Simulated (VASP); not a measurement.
Set up this calculation in VASP 6.6.1, as the native input.

| Quantity | Value |
| --- | --- |
| Task | band structure |
| Functional | r2SCAN |
| Potentials or basis | VASP PAW PBE potentials, release 64 (K_sv, I) |
| Cutoff | 520 eV |
| k mesh | 8 × 8 × 8 |
| Occupations | gaussian, width 0.03 eV |
| Spin | no spin polarisation |
| Further INCAR settings | ALGO = Normal; EDIFF = 1e-06; NBANDS = 15 |

The structure of KI lies in POSCAR:

```
KI                                      
1.0
    0.0000000000      3.5081227352      3.5081227352
    3.5081227352      0.0000000000      3.5081227352
    3.5081227352      3.5081227352      0.0000000000
  K               I             
     1     1
Direct
     0.0000000000000000    0.0000000000000000    0.0000000000000000
     0.5000000000000000    0.5000000000000000    0.5000000000000000
```

The input as run:

INCAR

```
SYSTEM = KI
  PREC = Accurate
  ENCUT = 520
  EDIFF = 1E-6
  ISMEAR = 0
  SIGMA = 0.03
  LREAL = .False.
  LASPH = .True.
  NELM = 80
  ALGO = Normal
  ISIF = 2
  LWAVE = .False.
  LCHARG = .False.
  METAGGA = R2SCAN
  LMIXTAU = .True.
  NBANDS = 15
```

KPOINTS

```
regular mesh
0
Gamma
  8 8 8
  0 0 0
```

KPOINTS_OPT

```
explicit points
252
Reciprocal
 0.0000000000  0.0000000000  0.0000000000 1
 0.0357142857  0.0000000000  0.0357142857 1
 0.0714285714  0.0000000000  0.0714285714 1
 0.1071428571  0.0000000000  0.1071428571 1
 0.1428571429  0.0000000000  0.1428571429 1
 0.1785714286  0.0000000000  0.1785714286 1
[... 244 lines left out ...]
 0.4860848100  0.0139151900  0.5000000000 1
 0.5139151900 -0.0139151900  0.5000000000 1
```

Potentials or basis: VASP PAW PBE potentials, release 64 (K_sv, I).

Launch:

```sh
$ cat potpaw_PBE.64/K_sv/POTCAR potpaw_PBE.64/I/POTCAR > POTCAR
$ mpirun -np 1 vasp_std > vasp.out
```

Results of the run:

| Property | Result |
| --- | --- |
| Pressure | 0.4 GPa |
| Band gap on the k mesh | 4.66 eV, direct |
| Band gap along the path | 4.66 eV, direct |

Caveat: the PAW data sets were made with another functional, which shifts forces and pressure a little; spin-orbit coupling is left out, which moves the levels of the heavy elements.

It took 10 min on 1 thread of AMD EPYC 9R45 96-Core Processor (Zen 5) (shared host), peak memory 0.24 GiB.
